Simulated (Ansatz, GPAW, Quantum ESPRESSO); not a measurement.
# Simulated XPS, UPS and emission spectra of BAs, part 2 of 3

Wanted: projected DOS of BAs, weighted into photoemission and X-ray emission spectra, at several levels of theory.

Ansatz 0.2.0, Quantum ESPRESSO 7.5 and GPAW 26.7.0; DFT, PBE, plane-wave PAW, default files, scalar-relativistic (the session's first sound run).

So far. Step 2 (The base run): At this level the gap is 1.18 eV on the path.

### Step 4. With LDA

This step: DFT, LDA, plane-wave PAW, default files, scalar-relativistic (Ansatz 0.2.0).

The run is repeated with LDA on the same cell, to see how much the levels hang on the functional.

File input.yaml:

```yaml
crystal:
  lattice:
    - [0.0, 2.3885, 2.3885]
    - [2.3885, 0.0, 2.3885]
    - [2.3885, 2.3885, 0.0]
  atoms:
    - { symbol: As, position: [0.75, 0.75, 0.75] }
    - { symbol: B, position: [0.0, 0.0, 0.0] }
kpoints:
  mp_grid: { grid: [14, 14, 14] }
  band_path:
    path:
      - [[0.0, 0.0, 0.0], [-0.5, -0.5, 0.0], [-0.375, -0.375, 0.25]]
      - [[-0.375, 0.0, 0.375], [0.0, 0.0, 0.0], [0.0, 0.0, 0.5], [-0.5, -0.25, 0.25], [-0.5, -0.5, 0.0]]
    npoints: 15
scf:
  occupations: { method: fermi_dirac, width: 0.05 }
  n_extra_bands: 8
hamiltonian:
  xc: lda
  pseudopotentials: { kind: paw }
output:
  forces: true
  stress: true
  dos:
    projected: true
    de: 0.05
    e_range: [-28, 12]
    nscf_kmesh: { grid: [24, 24, 24] }
  fatbands: true
```

Command:

```
$ ansatz run input.yaml --threads 4 --pin off --max-ram 8192MiB --backend cpu --events-out ev --progress --plain --runs-dir out
```

Elapsed: 3.6 s, on 4 threads of Intel Xeon at 2.60GHz (Ice Lake), shared host; peak memory 0.42 GiB.

Numbers from this step:

| Property | Result |
| --- | --- |
| free energy | -4923.5196 eV |
| Fermi energy | 11.39 eV |
| pressure | -3.925 GPa |
| gap on the k-mesh | 1.149 eV |
| share of occupied states in no projected shell | 0.0039 of the occupied states in the window |
| gap on the path | 1.129 eV |
| least direct gap on the path | 3.253 eV |

Electronic bands along the path, in eV, zero at the valence-band maximum; v1 is the highest filled band, c1 the lowest empty one:

```
          point      v4     v3     v2     v1    c1    c2     c3     c4
              Γ  -15.39   0.00   0.00   0.00  3.25  3.25   3.25   4.65
0.47 of the way  -14.22  -3.70  -2.52  -2.52  1.72  4.76   6.99   6.99
              X  -11.28  -8.41  -4.07  -4.07  1.34  1.43  11.25  11.25
0.53 of the way  -11.24  -8.29  -4.99  -3.90  1.56  2.90  10.52  10.62
              U  -11.31  -8.03  -5.96  -3.48  1.99  5.48   9.15   9.66
      jump to K  -11.31  -8.03  -5.96  -3.48  1.99  5.48   9.15   9.66
0.47 of the way  -13.72  -5.44  -4.06  -1.29  3.90  5.09   5.96   6.94
              Γ  -15.39   0.00   0.00   0.00  3.25  3.25   3.25   4.65
0.47 of the way  -14.52  -4.53  -1.06  -1.06  3.08  4.55   4.55   7.59
              L  -12.54  -8.74  -1.81  -1.81  2.67  4.76   4.76   8.72
0.53 of the way  -11.91  -8.17  -4.75  -3.22  3.98  4.81   7.54   9.00
              W  -11.12  -7.92  -5.50  -5.20  5.20  5.85   6.71   7.05
0.47 of the way  -11.19  -8.18  -4.88  -4.75  3.04  3.10   9.44   9.67
              X  -11.28  -8.41  -4.07  -4.07  1.34  1.43  11.25  11.25
```

Of the projections kept (As s, As p, B s, B p, not projected), the largest for each band there; the rest of the weight can lie on other orbitals:

```
point         v4         v3         v2         v1         c1         c2         c3                  c4
    Γ  As s 0.59   B p 0.56   B p 0.56   B p 0.56  As p 0.57  As p 0.57  As p 0.57            B s 0.57
    X  As s 0.65  As p 0.59  As p 0.51  As p 0.51   B p 0.56   B s 0.48   B p 0.48            B p 0.48
    U  As s 0.66  As p 0.54  As p 0.54  As p 0.51   B p 0.31   B p 0.36  As p 0.45  not projected 0.29
    K  As s 0.66  As p 0.54  As p 0.54  As p 0.51   B p 0.31   B p 0.36  As p 0.45  not projected 0.29
    Γ  As s 0.59   B p 0.56   B p 0.56   B p 0.56  As p 0.57  As p 0.57  As p 0.57            B s 0.57
    L  As s 0.60  As p 0.55   B p 0.51   B p 0.51   B s 0.47  As p 0.44  As p 0.44  not projected 0.67
```

This run's widths, added to any smearing of the DOS itself: Gaussian 0.1 eV, Lorentzian 0.05 eV plus 0.08 an eV of depth. Table of intensity by binding energy, zero at the valence-band maximum; values in % of the maximum within 13 eV:

```
binding energy (eV)  21.2 eV  100 eV  1253.6 eV  1486.7 eV  8047.8 eV
                 -1     1.39    1.40       1.76       1.72      0.905
                  0     4.64    3.59       4.53       4.39       1.96
                  1     34.2    23.3       30.2       29.2       11.5
                  2     84.1    56.8       76.4       73.8       28.9
                  3     95.7    68.7       92.1       89.0       36.1
                  4     96.8    74.4       98.4       95.3       40.1
                  5     68.6    60.8       78.1       75.7       34.1
                  6     42.1    45.5       56.0       54.4       27.0
                  7     36.0    55.4       57.9       56.2       29.1
                  8     56.6    95.0       87.9       84.5       37.4
                  9     10.5    19.3       20.2       19.8       11.5
                 10     3.25    12.8       16.1       16.3       14.0
                 11     2.18    34.2       49.4       50.6       50.9
                 12        -    70.9       97.5       99.7       99.9
                 13        -    60.7       76.9       78.3       76.2
                 14        -    41.2       48.8       49.6       47.3
                 15        -    22.8       25.8       26.2       25.0
                 16        -    7.98       9.24       9.37       8.87
```

Maxima picked by a test of local sharpness, so broad peaks and shoulders can be missing; peaks within 0.45 eV of a curve's cut are left out. Valence peaks, by row:

```
photon energy (eV)  binding energy (eV)  height (% of the maximum within 13 eV)  main shell  its share (%)
              21.2                7.893                                    59.3       As 4p          58.53
              21.2                3.693                                     100        B 2p          51.65
               100                12.24                                   72.31       As 4s          57.65
               100                7.893                                     100        B 2s          65.95
               100                3.843                                   75.19        B 2p          39.75
              1254                12.09                                    97.8       As 4s           89.1
              1254                7.843                                   92.74       As 4p          72.58
              1254                3.793                                     100       As 4p          88.83
              1487                12.09                                     100       As 4s          90.09
              1487                7.843                                   89.22       As 4p          73.02
              1487                3.843                                   96.76       As 4p          88.71
              8048                12.04                                     100       As 4s          96.97
              8048                7.843                                   40.07       As 4p          59.75
              8048                3.893                                   40.36       As 4p          77.89
```

Spectra as before, but with a recipe of its own (widths, and in some runs the light), which changes peak heights and what is resolved: Gaussian 0.1 eV, Lorentzian 0.05 eV plus 0.08 times the binding energy, unpolarised light, analyser at 54.7°, Fermi edge at 300 K; some photon energies differ too.

Side by side:

```
                         quantity  this run  base run  difference
             gap on the path (eV)    1.1295    1.1842     -0.0547
least direct gap on the path (eV)    3.2533     3.281     -0.0277
           gap on the k-mesh (eV)    1.1488    1.2058     -0.0570
```

One result that differs is the gap on the k-mesh, 1.15 eV against 1.21 eV.

At this level the gap is 1.13 eV on the path.

### Step 5. Another volume

This step: DFT, PBE, plane-wave PAW, default files, scalar-relativistic (Ansatz 0.2.0).

A changed volume shows how band widths and levels follow the bond length.

The cell differs from the one that the last finished run ended in (a 3.378 → 3.285 Å, b 3.378 → 3.285 Å, c 3.378 → 3.285 Å).

Edit input.yaml of step 4 so:

```diff
@@ -2,5 +2,5 @@
   lattice:
-    - [0.0, 2.3885, 2.3885]
-    - [2.3885, 0.0, 2.3885]
-    - [2.3885, 2.3885, 0.0]
+    - [0.0, 2.3230284114, 2.3230284114]
+    - [2.3230284114, 0.0, 2.3230284114]
+    - [2.3230284114, 2.3230284114, 0.0]
   atoms:
@@ -19,3 +19,3 @@
 hamiltonian:
-  xc: lda
+  xc: pbe
   pseudopotentials: { kind: paw }
```

Elapsed: 3.5 s, on 4 threads; peak memory 0.42 GiB; 12 s of CPU time.

This step gave:

```
free energy                  : -5011.9737 eV
Fermi energy                 : 13.04 eV
pressure                     : 16.83 GPa
gap on the k-mesh            : 1.113 eV
gap on the path              : 1.097 eV
least direct gap on the path : 3.392 eV
```

Electronic bands along the path, in eV, zero at the valence-band maximum; v1 is the highest filled band, c1 the lowest empty one:

```
          point      v4     v3     v2     v1    c1    c2     c3     c4
              Γ  -16.19   0.00   0.00   0.00  3.39  3.39   3.39   5.76
0.47 of the way  -14.92  -3.75  -2.75  -2.75  1.74  5.01   7.49   7.49
              X  -11.56  -9.00  -4.43  -4.43  1.33  1.37  12.22  12.22
0.53 of the way  -11.52  -8.86  -5.45  -4.25  1.54  2.99  11.35  11.55
              U  -11.59  -8.56  -6.51  -3.79  2.00  5.77   9.79  10.50
      jump to K  -11.59  -8.56  -6.51  -3.79  2.00  5.77   9.79  10.50
0.47 of the way  -14.37  -5.70  -4.43  -1.40  4.24  5.35   6.37   7.46
              Γ  -16.19   0.00   0.00   0.00  3.39  3.39   3.39   5.76
0.47 of the way  -15.24  -4.80  -1.15  -1.15  3.55  4.78   4.78   8.30
              L  -13.01  -9.41  -1.97  -1.97  3.20  4.89   4.89   9.04
0.47 of the way  -12.46  -8.90  -4.64  -3.19  4.05  4.94   7.70   9.56
              W  -11.36  -8.44  -6.01  -5.69  5.28  6.41   7.00   7.57
0.47 of the way  -11.46  -8.73  -5.33  -5.20  3.05  3.27  10.12  10.44
              X  -11.56  -9.00  -4.43  -4.43  1.33  1.37  12.22  12.22
```

Of the projections kept (As s, As p, B s, B p, not projected), the largest for each band there; the rest of the weight can lie on other orbitals:

```
point         v4         v3         v2         v1         c1         c2         c3                  c4
    Γ  As s 0.58   B p 0.60   B p 0.60   B p 0.60  As p 0.61  As p 0.61  As p 0.61            B s 0.53
    X  As s 0.62  As p 0.60  As p 0.50  As p 0.50   B s 0.50   B p 0.53  As p 0.47           As p 0.47
    U  As s 0.63  As p 0.54  As p 0.53  As p 0.50   B p 0.29   B p 0.34  As p 0.45  not projected 0.34
    K  As s 0.63  As p 0.54  As p 0.53  As p 0.50   B p 0.29   B p 0.34  As p 0.45  not projected 0.34
    Γ  As s 0.58   B p 0.60   B p 0.60   B p 0.60  As p 0.61  As p 0.61  As p 0.61            B s 0.53
    L  As s 0.58  As p 0.55   B p 0.53   B p 0.53   B s 0.47  As p 0.44  As p 0.44  not projected 0.70
```

Maxima picked by a test of local sharpness, so broad peaks and shoulders can be missing; peaks within 0.45 eV of a curve's cut are left out. Valence peaks, by row:

```
photon energy (eV)  binding energy (eV)  height (% of the maximum within 13 eV)  main shell  its share (%)
              21.2                 8.46                                   96.91       As 4p          59.37
              21.2                 6.11                                    68.6       As 4p          49.59
              21.2                 4.31                                     100        B 2p          52.29
               100                12.91                                   54.93       As 4s          52.57
               100                 8.41                                     100        B 2s          67.95
               100                 6.06                                   36.32       As 4p          33.11
               100                 4.31                                   45.76        B 2p          40.75
               400                12.86                                   59.81       As 4s          76.18
               400                11.66                                   53.03       As 4s          90.59
               400                 8.46                                     100       As 4p          60.22
               400                 6.11                                   46.85       As 4p          76.01
               400                 4.31                                   58.42       As 4p          80.85
              1487                12.86                                   81.92       As 4s          87.57
              1487                11.66                                   78.89       As 4s          95.88
              1487                 8.41                                     100       As 4p          75.76
              1487                 6.11                                   54.48       As 4p          82.85
              1487                 4.31                                   67.42       As 4p          88.79
              5950                12.86                                   98.23       As 4s          95.07
              5950                11.66                                     100       As 4s          98.46
              5950                 8.41                                   60.75       As 4p          69.98
              5950                 6.11                                   35.17       As 4p          72.01
              5950                 4.31                                   40.96       As 4p          82.03
```

Spectra as before, but with a recipe of its own (widths, and in some runs the light), which changes peak heights and what is resolved: Gaussian 0.15 eV, Lorentzian 0.1 eV plus 0 times the binding energy, linear light, analyser at 54.7°, Fermi edge at 20 K; some photon energies differ too.

The two runs compared:

```
                         quantity  this run  base run  difference
             gap on the path (eV)    1.0965    1.1842     -0.0877
least direct gap on the path (eV)    3.3915     3.281       0.111
           gap on the k-mesh (eV)    1.1129    1.2058     -0.0929
```

The two runs differ clearly in the gap on the k-mesh: 1.11 eV against 1.21 eV.

### Step 6. The same cell in Quantum ESPRESSO

This step: DFT, PBE, plane waves, ultrasoft GBRV pseudopotentials, scalar-relativistic (Quantum ESPRESSO 7.5).

The main run's cell is run in Quantum ESPRESSO, with other potentials, to see which digits hang on the program.

File scf.in:

```
&control
  calculation = 'scf'
  prefix = 'pes'
  outdir = './tmp'
  pseudo_dir = './pp'
  tprnfor = .true.
  tstress = .true.
/
&system
  ibrav = 0
  nat = 2
  ntyp = 2
  ecutwfc = 40.0
  ecutrho = 200.0
  occupations = 'smearing'
  nbnd = 12
  smearing = 'fd'
  degauss = 0.00367
/
&electrons
  conv_thr = 2e-09
  mixing_beta = 0.5
  electron_maxstep = 120
/
ATOMIC_SPECIES
As 74.9216 as_pbe_v1.uspp.F.UPF
B 10.8100 b_pbe_v1.4.uspp.F.UPF
CELL_PARAMETERS angstrom
 0.000000000 2.388500000 2.388500000
 2.388500000 0.000000000 2.388500000
 2.388500000 2.388500000 0.000000000
ATOMIC_POSITIONS crystal
As 0.750000000 0.750000000 0.750000000
B 0.000000000 0.000000000 0.000000000
K_POINTS automatic
14 14 14 0 0 0
```

Command:

```
$ OMP_NUM_THREADS=1 mpirun -n 4 pw.x -nk 4 -in scf.in > scf.out
```

The job ended after 3.8 s (4 MPI ranks).

This step gave:

| Item | Value |
| --- | --- |
| free energy | -634.9311 eV |
| Fermi energy | 9.227 eV |
| pressure | 3.716 GPa |
| gap on the k-mesh | 1.202 eV |

At this level the gap is 1.20 eV on the k-mesh of the self-consistent run, which can miss the band edges.

### Step 7. Quantum ESPRESSO: denser mesh

The levels for the density of states are solved on the fixed potential, without another SCF cycle.

nscf.in, as its differences from scf.in of step 6:

```diff
@@ -1,3 +1,3 @@
 &control
-  calculation = 'scf'
+  calculation = 'nscf'
   prefix = 'pes'
@@ -5,4 +5,3 @@
   pseudo_dir = './pp'
-  tprnfor = .true.
-  tstress = .true.
+  verbosity = 'high'
 /
@@ -23,2 +22,3 @@
   electron_maxstep = 120
+  diago_full_acc = .true.
 /
@@ -35,2 +35,2 @@
 K_POINTS automatic
-14 14 14 0 0 0
+20 20 20 0 0 0
```

Command:

```
$ OMP_NUM_THREADS=1 mpirun -n 4 pw.x -nk 4 -in nscf.in > nscf.out
```

Wall time 9.9 s (4 MPI ranks).

Numbers from this step:

```yaml
fermi_energy: 9.232 eV
```

(Continued in part 3 of 3.)

[Logs are printed without paths, hosts, clocks, repeated set-up lines and the standing remarks that a program may print on its own settings, such as how far it seeks lower states.]

[Hosts, paths, dates, database ids (printed as entryN), source tags and the programs' standing remarks are cut or masked in the printed files.]

[Maps of the electrostatic potential energy from Ansatz leave out the sawtooth potential of an applied field or a dipole correction, so their vacuum need not be flat; work functions include it.]

[Peak lists hold at most the 14 tallest peaks of each spectrum; further lines can be left out.]
